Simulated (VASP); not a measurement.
Set up this calculation in VASP 6.6.1, as the native input.

```yaml
Task: single point
Functional: PBE
Potentials_or_basis: VASP PAW PBE potentials, release 64 (Co, O)
Cutoff: 520 eV
k_mesh: 8 × 8 × 8
Occupations: fermi-dirac, width 0.05 eV
Spin: collinear spin, antiferromagnetic start
Starting_moments: "[3.5, -3.5, 0.0, 0.0] μB"
Supercell_matrix: "[0, 1, 1, 1, 0, 1, 1, 1, 0]"
Further_INCAR_settings: ALGO = Fast; EDIFF = 1e-06
```

The structure of CoO lies in POSCAR:

```
CoO
1.0
   -1.4142300000      2.4495100000      2.7217200000
    2.8284500000      0.0000000000      2.7217200000
    1.4142200000      2.4495100000      0.0000000000
Co O
2 2
Direct
    0.2500000000      0.2500000000      0.7500000000
    0.7500000000      0.7500000000      0.2500000000
    0.8333300000      0.1666700000      0.5000000000
    0.3333300000      0.6666700000      0.0000000000
```

The cell was built by a generator and needn't be a form met in nature.

One way to write it, as run:

INCAR

```
SYSTEM = CoO
  PREC = Accurate
  ENCUT = 520
  EDIFF = 1E-6
  ISMEAR = -1
  SIGMA = 0.05
  LREAL = .FALSE.
  LASPH = .TRUE.
  NELM = 100
  ALGO = Fast
  ISIF = 2
  LWAVE = .FALSE.
  LCHARG = .FALSE.
  ISPIN = 2
  MAGMOM = 3.5 -3.5 0 0
  LORBIT = 11
  LMAXMIX = 4
  GGA = PE
```

KPOINTS

```
Automatic mesh
0
G
  8 8 8
  0 0 0
```

Potentials or basis: VASP PAW PBE potentials, release 64 (Co, O).

Launch:

```sh
$ cat potpaw_PBE.64/Co/POTCAR potpaw_PBE.64/O/POTCAR > POTCAR
$ mpirun -np 1 vasp_std > vasp.out
```

It gave:

```yaml
Pressure: 0.7 GPa
Largest_force: 0.293 eV/Å
Band_gap_on_the_k_mesh: none (metal or under the smearing width)
Net_moment: 0.00 μB per cell
Site_moments: Co +2.35, -2.35; O +0.00 μB
Valence_electrons_inside_the_program's_atomic_spheres: Co 7.86; O 4.96
```

Caveat: semilocal functionals often make such compounds metallic where correlation or magnetic order opens a gap, which also shifts bond lengths.

It took 110 s on 1 thread of AMD EPYC 9R45 (Zen 5), on a shared host, peak memory 0.2 GiB.
